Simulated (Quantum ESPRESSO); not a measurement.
The system is Ba.

```
CELL_PARAMETERS angstrom
-2.50650 2.50650 2.50650
2.50650 -2.50650 2.50650
2.50650 2.50650 -2.50650
ATOMIC_POSITIONS crystal
Ba 0.00000 0.00000 0.00000
```

Base run:

```yaml
Program: Quantum ESPRESSO 7.5
Functional: TASK
Potentials_or_basis: SG15 PBE 1.2
Cutoff: 599 eV
Density_cutoff: 2395 eV
k_mesh: 6 × 6 × 6
Occupations: fermi-dirac, width 0.05 eV
Spin: no spin polarisation
```

Its results: band gap on the k mesh none (metal or under the smearing width); pressure 2.6 GPa.

Q: The run is repeated on the same cell with these changes: functional from TASK to r2SCAN. What comes out?

A: Band gap on the k mesh none (metal or under the smearing width); pressure 0.3 GPa.

Caveats: the potentials were made for another functional, which shifts forces and pressure; spin-orbit coupling is left out, which moves the levels of the heavy elements; some levels on the path didn't converge (some runs).
